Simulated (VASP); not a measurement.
# Rb (Im-3m) in VASP: reference runs

How does Rb come out in PBE? The cell is run as given and disturbed, then over a range of volumes.

Everything below comes from runs of VASP 6.6.1. Logs are shortened: lines on timing, memory, paths and dates and some standing lists are left out, and cuts for length are marked.

### Step 1. The crystal as given

Symmetry: Im-3m, No. 229, cubic system. Conventional cell: a = 5.605 Å, b = 5.605 Å, c = 5.605 Å, α = 90.00°, β = 90.00°, γ = 90.00°.

### Step 2. Single point, PBE

Contents of INCAR:

```
SYSTEM = Rb
ALGO = Normal
EDIFF = 1E-7
ENCUT = 520
GGA = PE
ISIF = 2
ISMEAR = -1
LASPH = .TRUE.
LCHARG = .TRUE.
LELF = .TRUE.
LREAL = .FALSE.
LVHAR = .TRUE.
LWAVE = .FALSE.
NBANDS = 10
NELM = 80
PREC = Accurate
SIGMA = 0.05
```

Contents of KPOINTS:

```
k-points
0
G
  7 7 7
  0 0 0
```

Contents of POSCAR:

```
Rb
1.0
   -2.8025000000      2.8025000000      2.8025000000
    2.8025000000     -2.8025000000      2.8025000000
    2.8025000000      2.8025000000     -2.8025000000
Rb
1
Direct
    0.0000000000      0.0000000000      0.0000000000
```

Potentials or basis: VASP PAW PBE potentials, release 64 (Rb_sv).

The run is started by

```console
> cat potpaw_PBE.64/Rb_sv/POTCAR > POTCAR
> mpirun -np 1 vasp_std > vasp.out
```

OUTCAR:

```text
SYSTEM = Rb
   EDIFF = 1E-7
   ENCUT = 520
   GGA = PE
   ISIF = 2
   ISMEAR = -1
   LASPH = .TRUE.
   LREAL = .FALSE.
   NELM = 80
   PREC = Accurate

 ion  position               nearest neighbor table
   1  0.000  0.000  0.000-

  LATTYP: Found a body centered cubic cell.
 ALAT       =     5.6050000000

  Lattice vectors:

 A1 = (  -2.8025000000,   2.8025000000,   2.8025000000)
 A2 = (   2.8025000000,  -2.8025000000,   2.8025000000)
 A3 = (   2.8025000000,   2.8025000000,  -2.8025000000)

Analysis of symmetry for initial positions (statically):
=====================================================================
 Subroutine PRICEL returns:
 Original cell was already a primitive cell.

 Routine SETGRP: Setting up the symmetry group for a
 body centered cubic supercell.

 Subroutine GETGRP returns: Found 48 space group operations
 (whereof 48 operations were pure point group operations)
 out of a pool of 48 trial point group operations.

The static configuration has the point symmetry O_h .

Analysis of symmetry for dynamics (positions and initial velocities):
=====================================================================
 Subroutine PRICEL returns:
 Original cell was already a primitive cell.

 Routine SETGRP: Setting up the symmetry group for a
 body centered cubic supercell.

 Subroutine GETGRP returns: Found 48 space group operations
 (whereof 48 operations were pure point group operations)
 out of a pool of 48 trial point group operations.

The dynamic configuration has the point symmetry O_h .

 Subroutine INISYM returns: Found 48 space group operations
 (whereof 48 operations are pure point group operations),
 and found     1 'primitive' translations

----------------------------------------------------------------------------------------

                                     Primitive cell

  volume of cell :      88.0434

  direct lattice vectors                    reciprocal lattice vectors
    -2.802500000  2.802500000  2.802500000     0.000000000  0.178412132  0.178412132
     2.802500000 -2.802500000  2.802500000     0.178412132  0.000000000  0.178412132
     2.802500000  2.802500000 -2.802500000     0.178412132  0.178412132  0.000000000

  length of vectors
     4.854072388  4.854072388  4.854072388     0.252312857  0.252312857  0.252312857

  position of ions in fractional coordinates (direct lattice)
     0.000000000  0.000000000  0.000000000

  ion indices of the primitive-cell ions
   primitive index   ion index
                 1           1

----------------------------------------------------------------------------------------

 KPOINTS: k-points

Automatic generation of k-mesh.
 Grid dimensions read from file:
 generate k-points for:    7    7    7

 Generating k-lattice:

  Cartesian coordinates                     Fractional coordinates (reciprocal lattice)
     0.000000000  0.025487447  0.025487447     0.142857143  0.000000000  0.000000000
     0.025487447  0.000000000  0.025487447     0.000000000  0.142857143  0.000000000
     0.025487447  0.025487447  0.000000000     0.000000000  0.000000000  0.142857143

  Length of vectors
     0.036044694  0.036044694  0.036044694

  Shift w.r.t. Gamma in fractional coordinates (k-lattice)
     0.000000000  0.000000000  0.000000000

 Subroutine IBZKPT returns following result:
 ===========================================

 Found     20 irreducible k-points:

 Following reciprocal coordinates:
            Coordinates               Weight
  0.000000  0.000000  0.000000      1.000000
  0.142857  0.000000  0.000000     12.000000
  0.285714  0.000000  0.000000     12.000000
  0.428571  0.000000  0.000000     12.000000
  0.142857  0.142857  0.000000     24.000000
  0.285714  0.142857  0.000000     48.000000
[... 12 lines left out ...]
 -0.428571 -0.428571  0.285714      8.000000
 -0.428571  0.428571  0.428571      6.000000
   k-points           NKPTS =     20   k-points in BZ     NKDIM =     20   number of bands    NBANDS=     10
   number of dos      NEDOS =    301   number of ions     NIONS =      1
   total plane-waves  NPLWV =  46656
   dimension x,y,z NGX =    36 NGY =   36 NGZ =   36
   dimension x,y,z NGXF=    72 NGYF=   72 NGZF=   72
   ions per type =               1
   NGX,Y,Z   is equivalent  to a cutoff of  12.33, 12.33, 12.33 a.u.
   NGXF,Y,Z  is equivalent  to a cutoff of  24.66, 24.66, 24.66 a.u.
 SYSTEM =  Rb
   PREC   = accura    normal or accurate (medium, high low for compatibility)
   ISTART =      0    job   : 0-new  1-cont  2-samecut
   ICHARG =      2    charge: 1-file 2-atom 10-const
   ISPIN  =      1    spin polarized calculation?
   LNONCOLLINEAR =      F non collinear calculations
   LSORBIT =      F    spin-orbit coupling
   LASPH  =      T    aspherical Exc in radial PAW
   ENCUT  =  520.0 eV  38.22 Ry    6.18 a.u.   9.03  9.03  9.03*2*pi/ulx,y,z
   NELM   =     80;   NELMIN=  2; NELMDL= -5     # of ELM steps
   EDIFF  = 0.1E-06   stopping-criterion for ELM
   LREAL  =      F    real-space projection
   EDIFFG = 0.1E-05   stopping-criterion for IOM
   NSW    =      0    number of steps for IOM
   IBRION =     -1    ionic relax: 0-MD 1-quasi-New 2-CG
   NFREE  =      0    steps in history (QN), initial steepest desc. (CG)
   ISIF   =      2    stress and relaxation
   ISYM   =      2    0-nonsym 1-usesym 2-fastsym
   POTIM  = 0.5000    time-step for ionic-motion
   TEBEG  =    0.0;   TEEND  =   0.0 temperature during run
   PSTRESS=    0.0 pullay stress
   NELECT =       9.0000    total number of electrons
   NUPDOWN=      -1.0000    fix difference up-down
   EMIN   =  10.00;   EMAX   =-10.00  energy-range for DOS
   EFERMI =   0.00;   METHOD = LEGACY
   ISMEAR =    -1;   SIGMA  =   0.05  broadening in eV -4-tet -1-fermi 0-gaus
   EFERMI_NEDOS =   21; number of points for ismear=-14 and -15
   IALGO  =     38    algorithm
   IMIX   =      4    mixing-type and parameters
     AMIX     =   0.40;   BMIX     =  1.00
     AMIX_MAG =   1.60;   BMIX_MAG =  1.00
  volume/ion in A,a.u.               =      88.04       594.15
  Fermi-wavevector in a.u.,A,eV,Ry     =   0.765462  1.446513  7.972081  0.585931
  Thomas-Fermi vector in A             =   1.865587
   LORBIT       =      0    0 simple, 1 ext, 2 COOP (PROOUT), +10 PAW based schemes
   GGA     = PE    functional components
   LHFCALC =     F    Hartree Fock is set to
   AEXX    =    0.0000 exact exchange contribution
   IVDW    =     0    specifies the selected vdW correction
   LEPSILON=     F    determine dielectric tensor
   LRPA    =     F    only Hartree local field effects (RPA)
 non-spin polarized calculation
  energy-cutoff  :      520.00
  volume of cell :       88.04
 maximum number of plane-waves:      2398
   NGX = 19   NGY = 19   NGZ = 19

 number of electron       9.0000000 magnetization

 Free energy of the ion-electron system (eV)
  ---------------------------------------------------
  ext. energy  EPLUGINS =         0.00000000
  ---------------------------------------------------
  free energy    TOTEN  =        -0.94121435 eV

  energy without entropy =       -0.93333879  energy(sigma->0) =       -0.93727657

 E-fermi :   0.0801     XC(G=0):  -5.5464

 val. band max:        0.0319333587   @ k =  -0.2857   0.4286   0.1429
 cond. band min:       0.1882228000   @ k =  -0.4286   0.4286   0.1429
 fundamental gap:      0.1562894413
 Fermi energy:         0.0801340970

 k-point     1 :       0.0000    0.0000    0.0000
  band No.  band energies     occupation
      1     -28.7990      2.00000
      2     -12.8377      2.00000
      3     -12.8377      2.00000
      4     -12.8377      2.00000
      5      -1.9288      2.00000
      6       3.7973      0.00000
      7       3.7973      0.00000
      8       3.7973      0.00000
      9       4.7523      0.00000
     10       4.7523      0.00000

 k-point     2 :       0.1429    0.0000    0.0000
  band No.  band energies     occupation
      1     -28.7981      2.00000
      2     -12.8584      2.00000
      3     -12.8445      2.00000
      4     -12.8378      2.00000
      5      -1.6827      2.00000
      6       3.3636      0.00000
      7       3.4920      0.00000
      8       4.0274      0.00000
      9       4.4823      0.00000
     10       4.6794      0.00000

 k-point     3 :       0.2857    0.0000    0.0000
  band No.  band energies     occupation
      1     -28.7960      2.00000
      2     -12.9040      2.00000
      3     -12.8596      2.00000
      4     -12.8378      2.00000
      5      -0.9930      2.00000
      6       2.2948      0.00000
      7       3.0075      0.00000
      8       4.6091      0.00000
      9       4.6956      0.00000
     10       4.7034      0.00000

 k-point     4 :       0.4286    0.0000    0.0000
  band No.  band energies     occupation
      1     -28.7943      2.00000
      2     -12.9397      2.00000
      3     -12.8716      2.00000
      4     -12.8378      2.00000
      5      -0.0237      1.77728
      6       1.2354      0.00000
      7       2.7168      0.00000
      8       4.4754      0.00000
      9       5.0491      0.00000
     10       5.7273      0.00000
[... 170 lines left out ...]
 k-point    18 :      -0.4286    0.4286    0.2857
  band No.  band energies     occupation
      1     -28.7919      2.00000
      2     -12.9224      2.00000
      3     -12.8966      2.00000
      4     -12.8855      2.00000
      5       0.6923      0.00001
      6       1.5074      0.00000
      7       2.8259      0.00000
      8       3.1302      0.00000
      9       4.0423      0.00000
     10       5.7002      0.00000

 k-point    19 :      -0.4286   -0.4286    0.2857
  band No.  band energies     occupation
      1     -28.7912      2.00000
      2     -12.9158      2.00000
      3     -12.9158      2.00000
      4     -12.8888      2.00000
      5       1.2678      0.00000
      6       1.2678      0.00000
      7       2.3202      0.00000
      8       3.7557      0.00000
      9       3.7557      0.00000
     10       5.4473      0.00000

 k-point    20 :      -0.4286    0.4286    0.4286
  band No.  band energies     occupation
      1     -28.7906      2.00000
      2     -12.9138      2.00000
      3     -12.9103      2.00000
      4     -12.9103      2.00000
      5       1.1640      0.00000
      6       1.4131      0.00000
      7       3.2312      0.00000
      8       3.3547      0.00000
      9       3.3547      0.00000
     10       5.6220      0.00000

------------------------ aborting loop because EDIFF is reached ----------------------------------------

  FORCE on cell =-STRESS in cart. coord.  units (eV):
  Direction    XX          YY          ZZ          XY          YZ          ZX
  --------------------------------------------------------------------------------------
  -------------------------------------------------------------------------------------
  Total        0.0513534      0.0513534      0.0513534      0.0000000      0.0000000     -0.0000000
  in kB        0.9345076      0.9345076      0.9345076      0.0000000      0.0000000     -0.0000000
  external PRESSURE =       0.9345076 kB  Pullay stress =       0.0000000 kB

 VOLUME and BASIS-vectors are now :
 -----------------------------------------------------------------------------
  energy-cutoff  :      520.00
  volume of cell :       88.04
      direct lattice vectors                 reciprocal lattice vectors
    -2.802500000  2.802500000  2.802500000     0.000000000  0.178412132  0.178412132
     2.802500000 -2.802500000  2.802500000     0.178412132  0.000000000  0.178412132
     2.802500000  2.802500000 -2.802500000     0.178412132  0.178412132  0.000000000

 POSITION                                       TOTAL-FORCE (eV/Angst)
 -----------------------------------------------------------------------------------
      0.00000      0.00000      0.00000         0.000000      0.000000      0.000000
 -----------------------------------------------------------------------------------
    total drift:                               -0.000000      0.000000      0.000000

  FREE ENERGIE OF THE ION-ELECTRON SYSTEM (eV)
  ---------------------------------------------------
  free  energy   TOTEN  =        -0.9412143468 eV

  energy  without entropy=       -0.9333387870  energy(sigma->0) =       -0.93727657
```

Wall time 12 s (1 thread of Intel Xeon Platinum 8375C at 2.90GHz (Ice Lake), shared host); peak memory 0.19 GiB.

What came out:

```yaml
Free_energy: -0.9412 eV
Pressure: 0.1 GPa
Band_gap_on_the_k_mesh: none (metal or under the smearing width)
```

### Step 3. Single point, PBE (cell strained at random at fixed volume)

Contents of INCAR:

```
PREC     = Accurate       # precision mode
ENCUT    = 520            # plane-wave cutoff, eV
EDIFF    = 1E-7           # SCF threshold, eV
ISMEAR   = -1             # smearing method
SIGMA    = 0.05           # smearing width, eV
LREAL    = F              # projectors in reciprocal space
LASPH    = T              # aspherical terms in the spheres
NELM     = 100            # most SCF steps
ALGO     = Normal         # electronic algorithm
ISIF     = 2              # what is computed and relaxed
LWAVE    = F              # write WAVECAR
LCHARG   = F              # write CHGCAR
GGA      = PE             # functional
NBANDS   = 10             # bands
```

Contents of KPOINTS:

```
Automatic mesh
0
Gamma
  7 7 7
```

Contents of POSCAR:

```
Rb
1.0
   -2.9208720000      2.8264060000      2.7124160000
    2.9162840000     -2.8591040000      2.7405260000
    2.8432880000      2.7815200000     -2.7451140000
Rb
1
Direct
    0.0022960000     -0.0052890000     -0.0053710000
```

Potentials or basis: VASP PAW PBE potentials, release 64 (Rb_sv).

The run is started by

```console
> cat potpaw_PBE.64/Rb_sv/POTCAR > POTCAR
> mpirun -np 1 vasp_std > vasp.out
```

OUTCAR:

```text
PREC = Accurate
   ENCUT = 520
   EDIFF = 1E-7
   ISMEAR = -1
   LREAL = F
   LASPH = T
   NELM = 100
   ISIF = 2
   GGA = PE

 ion  position               nearest neighbor table
   1  0.002  0.995  0.995-

  LATTYP: Found a triclinic cell.
 ALAT       =    12.5301478731
 B/A-ratio  =     0.6279701273
 C/A-ratio  =     0.3822986079
 COS(alpha) =     0.0117712775
 COS(beta)  =     0.2590705697
 COS(gamma) =     0.9506791106

  Lattice vectors:

 A1 = (   0.1505800000, -11.2485500000,   5.5183380000)
 A2 = (   0.0729960000,  -5.6406240000,   5.4856400000)
 A3 = (  -2.8387000000,  -2.7488220000,  -2.7078280000)

Analysis of symmetry for initial positions (statically):
=====================================================================
 Subroutine PRICEL returns:
 Original cell was already a primitive cell.

 Routine SETGRP: Setting up the symmetry group for a
 triclinic supercell.

 Subroutine GETGRP returns: Found  2 space group operations
 (whereof  1 operations were pure point group operations)
 out of a pool of  2 trial point group operations.

[... 192 lines left out ...]
 fundamental gap:      0.0255356874
 Fermi energy:         0.0853724249

 k-point     1 :       0.0000    0.0000    0.0000
  band No.  band energies     occupation
      1     -28.7997      2.00000
      2     -12.8400      2.00000
      3     -12.8385      2.00000
      4     -12.8366      2.00000
      5      -1.9287      2.00000
      6       3.6410      0.00000
      7       3.7897      0.00000
      8       3.9651      0.00000
      9       4.5970      0.00000
     10       4.9268      0.00000
[... 495 lines left out ...]
 k-point    40 :      -0.0000    0.2857    0.1429
  band No.  band energies     occupation
      1     -28.7952      2.00000
      2     -12.9294      2.00000
      3     -12.8694      2.00000
      4     -12.8449      2.00000
      5      -0.3623      1.99974
      6       1.8140      0.00000
      7       2.5849      0.00000
      8       4.3409      0.00000
      9       4.7637      0.00000
     10       5.2827      0.00000

 [... further k-points ...]

------------------------ aborting loop because EDIFF is reached ----------------------------------------

  FORCE on cell =-STRESS in cart. coord.  units (eV):
  Direction    XX          YY          ZZ          XY          YZ          ZX
  --------------------------------------------------------------------------------------
  -------------------------------------------------------------------------------------
  Total        0.0635123      0.0530821      0.0385699      0.0409365      0.0146071      0.0032572
  in kB        1.1557709      0.9659653      0.7018792      0.7449460      0.2658135      0.0592731
  external PRESSURE =       0.9412051 kB  Pullay stress =       0.0000000 kB

 VOLUME and BASIS-vectors are now :
 -----------------------------------------------------------------------------
  energy-cutoff  :      520.00
  volume of cell :       88.04
      direct lattice vectors                 reciprocal lattice vectors
    -2.920872000  2.826406000  2.712416000     0.002563946  0.179430072  0.184465334
     2.916284000 -2.859104000  2.740526000     0.173817038  0.003474953  0.183554327
     2.843288000  2.781520000 -2.745114000     0.176059938  0.180761964  0.001232054

 POSITION                                       TOTAL-FORCE (eV/Angst)
 -----------------------------------------------------------------------------------
      5.72217     -0.07091      0.00189         0.000000      0.000000      0.000000
 -----------------------------------------------------------------------------------
    total drift:                               -0.000000      0.000000      0.000000

  FREE ENERGIE OF THE ION-ELECTRON SYSTEM (eV)
  ---------------------------------------------------
  free  energy   TOTEN  =        -0.9409462180 eV

  energy  without entropy=       -0.9333795199  energy(sigma->0) =       -0.93716287
```

OSZICAR:

```text
N       E                     dE             d eps       ncg     rms          rms(c)
DAV:   1     0.424163368352E+02    0.42416E+02   -0.32659E+03  3440   0.653E+02
DAV:   2     0.174263209577E+01   -0.40674E+02   -0.39736E+02  3776   0.125E+02
DAV:   3    -0.824076077186E+00   -0.25667E+01   -0.25596E+01  4640   0.325E+01
DAV:   4    -0.937668046359E+00   -0.11359E+00   -0.11326E+00  4846   0.562E+00
DAV:   5    -0.939601179816E+00   -0.19331E-02   -0.19326E-02  4690   0.699E-01    0.127E+00
DAV:   6    -0.939997070960E+00   -0.39589E-03   -0.22077E-03  4810   0.261E-01    0.767E-01
DAV:   7    -0.940825043835E+00   -0.82797E-03   -0.32498E-03  4066   0.326E-01    0.487E-02
DAV:   8    -0.940933620760E+00   -0.10858E-03   -0.12288E-04  4018   0.867E-02    0.198E-02
DAV:   9    -0.940946391053E+00   -0.12770E-04   -0.13504E-05  4542   0.284E-02    0.509E-03
DAV:  10    -0.940946167780E+00    0.22327E-06   -0.39666E-06  4864   0.112E-02    0.111E-03
DAV:  11    -0.940946218042E+00   -0.50262E-07   -0.13222E-07  3454   0.228E-03
   1 F= -.94094622E+00 E0= -.93716287E+00  d E =-.756670E-02
```

stdout:

```text
POSCAR found type information on POSCAR Rb
 POSCAR found :  1 types and       1 ions
 scaLAPACK will be used
 LDA part: xc-table for (Slater+PW92), standard interpolation
 POSCAR, INCAR and KPOINTS ok, starting setup
 FFT: planning ... GRIDC
 FFT: planning ... GRID_SOFT
 FFT: planning ... GRID
 WAVECAR not read
 entering main loop
```

Wall time 1.8 min (1 thread of Intel Xeon Platinum 8375C at 2.90GHz (Ice Lake), shared host); peak memory 0.3 GiB.

What came out:

```yaml
Free_energy: -0.9409 eV
Pressure: 0.1 GPa
Band_gap_on_the_k_mesh: none (metal or under the smearing width)
```

### Step 4. Equation of state, PBE, 82.76 Å³/atom (volume scaled by 0.94)

Contents of INCAR:

```
  PREC = Accurate
  ENCUT = 520
  EDIFF = 1E-7
  ISMEAR = -1
  SIGMA = 0.05
  LREAL = F
  LASPH = T
  NELM = 60
  ALGO = Normal
  ISIF = 2
  LWAVE = F
  LCHARG = F
  GGA = PE
  NBANDS = 10
```

Contents of KPOINTS:

```
regular mesh
0
Gamma
  7 7 7
```

Contents of POSCAR:

```
Rb
1.0
   -2.7452900697      2.7452900697      2.7452900697
    2.7452900697     -2.7452900697      2.7452900697
    2.7452900697      2.7452900697     -2.7452900697
Rb
1
Direct
    0.0000000000      0.0000000000      0.0000000000
```

The run is started by

```console
> cat potpaw_PBE.64/Rb_sv/POTCAR > POTCAR
> mpirun -np 1 vasp_std > vasp.out
```

It took 17 s on 1 thread of Intel Xeon Platinum 8375C at 2.90GHz (Ice Lake), shared host; peak memory 0.19 GiB.

It converged, with:

| Property | Result |
| --- | --- |
| Free energy | -0.9347 eV |
| Pressure | 0.3 GPa |
| Band gap on the k mesh | none (metal or under the smearing width) |

(Part 1 of 2 ends here.)
